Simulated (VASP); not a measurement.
# CaS (Fm-3m) in VASP: notebook

Runs on CaS. Level: PBEsol. Tasks: single point.

Program: VASP 6.6.1. These are calculated values, not measurements. Logs are shortened: lines on timing, memory, paths and dates and some standing lists are left out, and cuts for length are marked.

## Step 1: The structure

The structure is cubic, space group Fm-3m (No. 225). Conventional cell: a = 5.640 Å, b = 5.640 Å, c = 5.640 Å, α = 90.00°, β = 90.00°, γ = 90.00°. Ca (site symmetry m-3m) is surrounded by 6 S at 2.82 Å. S (site symmetry m-3m) has 6 Ca at 2.82 Å as nearest neighbours.

The cell comes from a database or a generator and needn't be the stable form of this composition.

## Step 2: Single point, PBEsol

File INCAR:

```
SYSTEM = CaS
PREC = Accurate
ENCUT = 700
EDIFF = 1E-7
ISMEAR = 0
SIGMA = 0.02
LREAL = .False.
LASPH = .True.
NELM = 100
ALGO = Normal
ISIF = 2
LWAVE = .False.
LCHARG = .True.
GGA = PS
LELF = .True.
LVHAR = .True.
NBANDS = 15
```

File KPOINTS:

```
regular mesh
0
Gamma
  8 8 8
  0 0 0
```

File POSCAR:

```
CaS
1.0
    0.0000000000      2.8202400000      2.8202400000
    2.8202400000      0.0000000000      2.8202400000
    2.8202400000      2.8202400000      0.0000000000
Ca S
1 1
Direct
    0.0000000000      0.0000000000      0.0000000000
    0.5000000000      0.5000000000      0.5000000000
```

Potentials or basis: VASP PAW PBE potentials, release 64 (Ca_sv, S).

The run is started by

```sh
> cat potpaw_PBE.64/Ca_sv/POTCAR potpaw_PBE.64/S/POTCAR > POTCAR
> mpirun -np 1 vasp_std > vasp.out
```

OUTCAR:

```text
SYSTEM = CaS
   PREC = Accurate
   ENCUT = 700
   EDIFF = 1E-7
   ISMEAR = 0
   LREAL = .False.
   LASPH = .True.
   NELM = 100
   ISIF = 2
   GGA = PS

 ion  position               nearest neighbor table
   1  0.000  0.000  0.000-   2 2.82   2 2.82   2 2.82   2 2.82   2 2.82   2 2.82
   2  0.500  0.500  0.500-   1 2.82   1 2.82   1 2.82   1 2.82   1 2.82   1 2.82

  LATTYP: Found a face centered cubic cell.
 ALAT       =     5.6404800000

  Lattice vectors:

 A1 = (   0.0000000000,   2.8202400000,   2.8202400000)
 A2 = (   2.8202400000,   0.0000000000,   2.8202400000)
 A3 = (   2.8202400000,   2.8202400000,   0.0000000000)

Analysis of symmetry for initial positions (statically):
=====================================================================
 Subroutine PRICEL returns:
 Original cell was already a primitive cell.

 Routine SETGRP: Setting up the symmetry group for a
 face centered cubic supercell.

 Subroutine GETGRP returns: Found 48 space group operations
 (whereof 48 operations were pure point group operations)
 out of a pool of 48 trial point group operations.

The static configuration has the point symmetry O_h .

Analysis of symmetry for dynamics (positions and initial velocities):
=====================================================================
 Subroutine PRICEL returns:
 Original cell was already a primitive cell.

 Routine SETGRP: Setting up the symmetry group for a
 face centered cubic supercell.

 Subroutine GETGRP returns: Found 48 space group operations
 (whereof 48 operations were pure point group operations)
 out of a pool of 48 trial point group operations.

The dynamic configuration has the point symmetry O_h .

 Subroutine INISYM returns: Found 48 space group operations
 (whereof 48 operations are pure point group operations),
 and found     1 'primitive' translations

----------------------------------------------------------------------------------------

                                     Primitive cell

  volume of cell :      44.8630

  direct lattice vectors                    reciprocal lattice vectors
     0.000000000  2.820240000  2.820240000    -0.177289876  0.177289876  0.177289876
     2.820240000  0.000000000  2.820240000     0.177289876 -0.177289876  0.177289876
     2.820240000  2.820240000  0.000000000     0.177289876  0.177289876 -0.177289876

  length of vectors
     3.988421657  3.988421657  3.988421657     0.307075073  0.307075073  0.307075073

  position of ions in fractional coordinates (direct lattice)
     0.000000000  0.000000000  0.000000000
     0.500000000  0.500000000  0.500000000

  ion indices of the primitive-cell ions
   primitive index   ion index
                 1           1
                 2           2

[... 90 lines left out ...]
     AMIX     =   0.40;   BMIX     =  1.00
     AMIX_MAG =   1.60;   BMIX_MAG =  1.00
  volume/ion in A,a.u.               =      22.43       151.38
  Fermi-wavevector in a.u.,A,eV,Ry     =   1.160964  2.193904 18.338442  1.347837
  Thomas-Fermi vector in A             =   2.297541
   LORBIT       =      0    0 simple, 1 ext, 2 COOP (PROOUT), +10 PAW based schemes
   GGA     = PS    functional components
   LHFCALC =     F    Hartree Fock is set to
   AEXX    =    0.0000 exact exchange contribution
   IVDW    =     0    specifies the selected vdW correction
   LEPSILON=     F    determine dielectric tensor
   LRPA    =     F    only Hartree local field effects (RPA)
 non-spin polarized calculation
 Gauss-broadening in eV      SIGMA  =   0.02
  energy-cutoff  :      700.00
  volume of cell :       44.86
 maximum number of plane-waves:      1917
 NGX is ok and might be reduce to    36
   NGX = 17   NGY = 17   NGZ = 17

 number of electron      16.0000000 magnetization

 Free energy of the ion-electron system (eV)
  ---------------------------------------------------
  ext. energy  EPLUGINS =         0.00000000
  ---------------------------------------------------
  free energy    TOTEN  =       -10.91738370 eV

  energy without entropy =      -10.91738370  energy(sigma->0) =      -10.91738370

 E-fermi :   2.9744     XC(G=0):  -9.6320

 val. band max:        2.8571314805   @ k =   0.0000   0.0000   0.0000
 cond. band min:       5.0196878268   @ k =   0.5000   0.5000   0.0000
 fundamental gap:      2.1625563463
 Fermi energy:         2.9743688323

 k-point     1 :       0.0000    0.0000    0.0000
  band No.  band energies     occupation
      1     -36.0403      2.00000
      2     -17.1065      2.00000
      3     -17.1065      2.00000
      4     -17.1065      2.00000
      5      -8.5706      2.00000
      6       2.8571      2.00000
      7       2.8571      2.00000
      8       2.8571      2.00000
      9       6.9342      0.00000
     10       6.9342      0.00000
     11       6.9342      0.00000
     12       7.0068      0.00000
     13       7.5888      0.00000
     14       7.5888      0.00000
[... 401 lines left out ...]
      2     -17.2680      2.00000
      3     -17.1647      2.00000
      4     -17.1371      2.00000
      5      -7.7199      2.00000
      6       0.0827      2.00000
      7       1.2699      2.00000
      8       1.6155      2.00000
      9       7.7870      0.00000
     10       8.1363      0.00000
     11       9.3687      0.00000
     12       9.6997      0.00000
     13       9.9859      0.00000
     14      10.9306      0.00000
     15      12.3174      0.00000

 [... further k-points ...]

------------------------ aborting loop because EDIFF is reached ----------------------------------------

  FORCE on cell =-STRESS in cart. coord.  units (eV):
  Direction    XX          YY          ZZ          XY          YZ          ZX
  --------------------------------------------------------------------------------------
  -------------------------------------------------------------------------------------
  Total        0.0007010      0.0007010      0.0007010      0.0000000      0.0000000      0.0000000
  in kB        0.0250335      0.0250335      0.0250335      0.0000000      0.0000000      0.0000000
  external PRESSURE =       0.0250335 kB  Pullay stress =       0.0000000 kB

 VOLUME and BASIS-vectors are now :
 -----------------------------------------------------------------------------
  energy-cutoff  :      700.00
  volume of cell :       44.86
      direct lattice vectors                 reciprocal lattice vectors
     0.000000000  2.820240000  2.820240000    -0.177289876  0.177289876  0.177289876
     2.820240000  0.000000000  2.820240000     0.177289876 -0.177289876  0.177289876
     2.820240000  2.820240000  0.000000000     0.177289876  0.177289876 -0.177289876

 POSITION                                       TOTAL-FORCE (eV/Angst)
 -----------------------------------------------------------------------------------
      0.00000      0.00000      0.00000         0.000000      0.000000      0.000000
      2.82024      2.82024      2.82024        -0.000000      0.000000     -0.000000
 -----------------------------------------------------------------------------------
    total drift:                                0.000000      0.000000      0.000000

  FREE ENERGIE OF THE ION-ELECTRON SYSTEM (eV)
  ---------------------------------------------------
  free  energy   TOTEN  =       -10.9173837022 eV

  energy  without entropy=      -10.9173837022  energy(sigma->0) =      -10.91738370
```

Run time: 17 s. Hardware: 1 thread of Intel Xeon 6975P-C (Granite Rapids), shared host; peak memory 0.21 GiB.

Results:

| Quantity | Value |
| --- | --- |
| Free energy | -10.9174 eV |
| Pressure | 0.0 GPa |
| Band gap on the k mesh | 2.16 eV, indirect (least direct gap 3.00 eV) |

Caveat: the PAW data sets were made with another functional, which shifts forces and pressure a little.

## Step 3: Single point, PBEsol

INCAR, as its differences from that of step 2:

```diff
@@ -2,3 +2,3 @@
 PREC = Accurate
-ENCUT = 700
+ENCUT = 520
 EDIFF = 1E-7
```

File KPOINTS:

```
regular mesh
0
Gamma
  12 12 12
  0 0 0
```

POSCAR is that of step 2.

Potentials or basis: VASP PAW PBE potentials, release 64 (Ca_sv, S).

The run is started by

```sh
> cat potpaw_PBE.64/Ca_sv/POTCAR potpaw_PBE.64/S/POTCAR > POTCAR
> mpirun -np 1 vasp_std > vasp.out
```

OUTCAR:

```text
SYSTEM = CaS
   PREC = Accurate
   ENCUT = 520
   EDIFF = 1E-7
   ISMEAR = 0
   LREAL = .False.
   LASPH = .True.
   NELM = 100
   ISIF = 2
   GGA = PS

 ion  position               nearest neighbor table
   1  0.000  0.000  0.000-   2 2.82   2 2.82   2 2.82   2 2.82   2 2.82   2 2.82
   2  0.500  0.500  0.500-   1 2.82   1 2.82   1 2.82   1 2.82   1 2.82   1 2.82

  LATTYP: Found a face centered cubic cell.
 ALAT       =     5.6404800000

  Lattice vectors:

 A1 = (   0.0000000000,   2.8202400000,   2.8202400000)
 A2 = (   2.8202400000,   0.0000000000,   2.8202400000)
[... 620 lines left out ...]

  FORCE on cell =-STRESS in cart. coord.  units (eV):
  Direction    XX          YY          ZZ          XY          YZ          ZX
  --------------------------------------------------------------------------------------
  -------------------------------------------------------------------------------------
  Total       -0.0128888     -0.0128888     -0.0128888      0.0000000      0.0000000      0.0000000
  in kB       -0.4602932     -0.4602932     -0.4602932      0.0000000      0.0000000      0.0000000
  external PRESSURE =      -0.4602932 kB  Pullay stress =       0.0000000 kB

 VOLUME and BASIS-vectors are now :
 -----------------------------------------------------------------------------
  energy-cutoff  :      520.00
  volume of cell :       44.86
      direct lattice vectors                 reciprocal lattice vectors
     0.000000000  2.820240000  2.820240000    -0.177289876  0.177289876  0.177289876
     2.820240000  0.000000000  2.820240000     0.177289876 -0.177289876  0.177289876
     2.820240000  2.820240000  0.000000000     0.177289876  0.177289876 -0.177289876

 POSITION                                       TOTAL-FORCE (eV/Angst)
 -----------------------------------------------------------------------------------
      0.00000      0.00000      0.00000        -0.000000      0.000000      0.000000
      2.82024      2.82024      2.82024         0.000000     -0.000000     -0.000000
 -----------------------------------------------------------------------------------
    total drift:                               -0.000000      0.000000      0.000000

  FREE ENERGIE OF THE ION-ELECTRON SYSTEM (eV)
  ---------------------------------------------------
  free  energy   TOTEN  =       -10.9165668644 eV

  energy  without entropy=      -10.9165668644  energy(sigma->0) =      -10.91656686
```

OSZICAR:

```text
N       E                     dE             d eps       ncg     rms          rms(c)
DAV:   1     0.107988539517E+03    0.10799E+03   -0.76195E+03  2160   0.100E+03
DAV:   2    -0.641009451909E+01   -0.11440E+03   -0.10782E+03  2692   0.251E+02
DAV:   3    -0.109203853278E+02   -0.45103E+01   -0.44740E+01  2888   0.478E+01
DAV:   4    -0.111420618266E+02   -0.22168E+00   -0.22152E+00  3189   0.907E+00
DAV:   5    -0.111436036708E+02   -0.15418E-02   -0.15418E-02  2864   0.859E-01    0.489E+00
DAV:   6    -0.109301472861E+02    0.21346E+00   -0.30269E-01  2657   0.305E+00    0.313E+00
DAV:   7    -0.109152474375E+02    0.14900E-01   -0.86156E-02  2901   0.193E+00    0.148E+00
DAV:   8    -0.109166727966E+02   -0.14254E-02   -0.13566E-02  2496   0.986E-01    0.225E-01
DAV:   9    -0.109164367003E+02    0.23610E-03   -0.84278E-04  2727   0.274E-01    0.674E-02
DAV:  10    -0.109165573262E+02   -0.12063E-03   -0.16232E-04  2866   0.877E-02    0.159E-02
DAV:  11    -0.109165671536E+02   -0.98274E-05   -0.21814E-05  2608   0.458E-02    0.132E-02
DAV:  12    -0.109165669114E+02    0.24215E-06   -0.15133E-06  2854   0.816E-03    0.438E-03
DAV:  13    -0.109165668644E+02    0.46978E-07   -0.26589E-07  2678   0.360E-03
   1 F= -.10916567E+02 E0= -.10916567E+02  d E =-.597216E-17
```

stdout:

```text
POSCAR found type information on POSCAR CaS
 POSCAR found :  2 types and       2 ions
 scaLAPACK will be used
 -----------------------------------------------------------------------------
|                                                                             |
|                                                                             |
|     You enforced a specific xc type in the INCAR file but a different       |
|     I HOPE YOU KNOW WHAT YOU ARE DOING!                                     |
|                                                                             |
 -----------------------------------------------------------------------------

 LDA part: xc-table for (Slater+PW92), standard interpolation
 POSCAR, INCAR and KPOINTS ok, starting setup
 FFT: planning ... GRIDC
 FFT: planning ... GRID_SOFT
 FFT: planning ... GRID
 WAVECAR not read
 entering main loop
```

Wall time 26 s (1 thread of Intel Xeon 6975P-C (Granite Rapids), shared host); peak memory 0.19 GiB.

What came out:

| Quantity | Value |
| --- | --- |
| Free energy | -10.9166 eV |
| Pressure | 0.0 GPa |
| Band gap on the k mesh | 2.16 eV, indirect (least direct gap 3.00 eV) |

Levels at points of the mesh, in eV from the valence-band top:
```
           k point  band 5  band 6  band 7  band 8  band 9  band 10  band 11  band 12
(0.00, 0.00, 0.00)  -11.43    0.00    0.00    0.00    4.08     4.08     4.08     4.15
(0.50, 0.00, 0.00)  -10.53   -3.26   -1.24   -1.24    5.11     6.11     6.25     6.25
(0.50, 0.50, 0.00)  -10.76   -2.38   -0.84   -0.84    2.16     5.63     6.03     6.89
```

Caveat: the PAW data sets were made with another functional, which shifts forces and pressure a little.

## Step 4: Single point, PBEsol

INCAR, as its differences from that of step 3:

```diff
@@ -5,3 +5,3 @@
 ISMEAR = 0
-SIGMA = 0.02
+SIGMA = 0.5
 LREAL = .False.
```

File KPOINTS:

```
regular mesh
0
Gamma
  8 8 8
  0 0 0
```

POSCAR is that of step 3.

The run is started by

```sh
> cat potpaw_PBE.64/Ca_sv/POTCAR potpaw_PBE.64/S/POTCAR > POTCAR
> mpirun -np 1 vasp_std > vasp.out
```

Wall time 13 s (1 thread of Intel Xeon 6975P-C (Granite Rapids), shared host); peak memory 0.17 GiB.

The run converged. Its results:

* Free energy: -10.9165 eV
* Pressure: 0.0 GPa
* Band gap on the k mesh: 2.16 eV, indirect (least direct gap 3.00 eV)

Levels at points of the mesh, in eV from the valence-band top:
| k point | band 4 | band 5 | band 6 | band 7 | band 8 | band 9 | band 10 | band 11 | band 12 | band 13 |
| --- | --- | --- | --- | --- | --- | --- | --- | --- | --- | --- |
| (0.00, 0.00, 0.00) | -19.96 | -11.43 | 0.00 | 0.00 | 0.00 | 4.08 | 4.08 | 4.08 | 4.15 | 4.73 |
| (0.50, 0.00, 0.00) | -19.98 | -10.53 | -3.26 | -1.24 | -1.24 | 5.11 | 6.11 | 6.25 | 6.25 | 8.35 |
| (0.50, 0.50, 0.00) | -20.02 | -10.76 | -2.38 | -0.84 | -0.84 | 2.16 | 5.63 | 6.03 | 6.89 | 6.89 |

Caveat: the PAW data sets were made with another functional, which shifts forces and pressure a little. A k mesh can miss the band edges.

## Step 5: Single point, PBEsol

INCAR, as its differences from that of step 4:

```diff
@@ -2,6 +2,6 @@
 PREC = Accurate
-ENCUT = 520
+ENCUT = 900
 EDIFF = 1E-7
 ISMEAR = 0
-SIGMA = 0.5
+SIGMA = 0.02
 LREAL = .False.
```

KPOINTS is that of step 4.

POSCAR is that of step 4.

Potentials or basis: VASP PAW PBE potentials, release 64 (Ca_sv, S_h).

The run is started by

```sh
> cat potpaw_PBE.64/Ca_sv/POTCAR potpaw_PBE.64/S_h/POTCAR > POTCAR
> mpirun -np 1 vasp_std > vasp.out
```

Wall time 32 s (1 thread of Intel Xeon 6975P-C (Granite Rapids), shared host); peak memory 0.26 GiB.

It converged, with:

- Free energy: -10.9186 eV
- Pressure: 0.0 GPa
- Band gap on the k mesh: 2.16 eV, indirect (least direct gap 3.00 eV)

Levels at points of the mesh, in eV from the valence-band top:
| k point | band 5 | band 6 | band 7 | band 8 | band 9 | band 10 | band 11 | band 12 |
| --- | --- | --- | --- | --- | --- | --- | --- | --- |
| (0.00, 0.00, 0.00) | -11.43 | 0.00 | 0.00 | 0.00 | 4.07 | 4.07 | 4.07 | 4.15 |
| (0.50, 0.00, 0.00) | -10.53 | -3.26 | -1.24 | -1.24 | 5.11 | 6.11 | 6.25 | 6.25 |
| (0.50, 0.50, 0.00) | -10.76 | -2.38 | -0.84 | -0.84 | 2.16 | 5.63 | 6.02 | 6.89 |

Caveat: the PAW data sets were made with another functional, which shifts forces and pressure a little. A k mesh can miss the band edges.

## Step 6: Summary

| potentials or basis | k mesh | cutoff (eV) | smearing | gap on the mesh (eV) | pressure (GPa) |
| --- | --- | --- | --- | --- | --- |
| VASP PAW PBE potentials, release 64 (Ca_sv, S) | 8 × 8 × 8 | 700 | gaussian 0.02 eV | 2.16 | 0.0 |
| VASP PAW PBE potentials, release 64 (Ca_sv, S) | 12 × 12 × 12 | 520 | gaussian 0.02 eV | 2.16 | 0.0 |
| VASP PAW PBE potentials, release 64 (Ca_sv, S) | 8 × 8 × 8 | 520 | gaussian 0.5 eV | 2.16 | 0.0 |
| VASP PAW PBE potentials, release 64 (Ca_sv, S_h) | 8 × 8 × 8 | 900 | gaussian 0.02 eV | 2.16 | 0.0 |

Alike in all rows: task single point; level PBEsol; no spin polarisation; cell as given.

Caveats: the PAW data sets were made with another functional, which shifts forces and pressure a little.

Absolute energies hang on the potentials; compare differences alone.
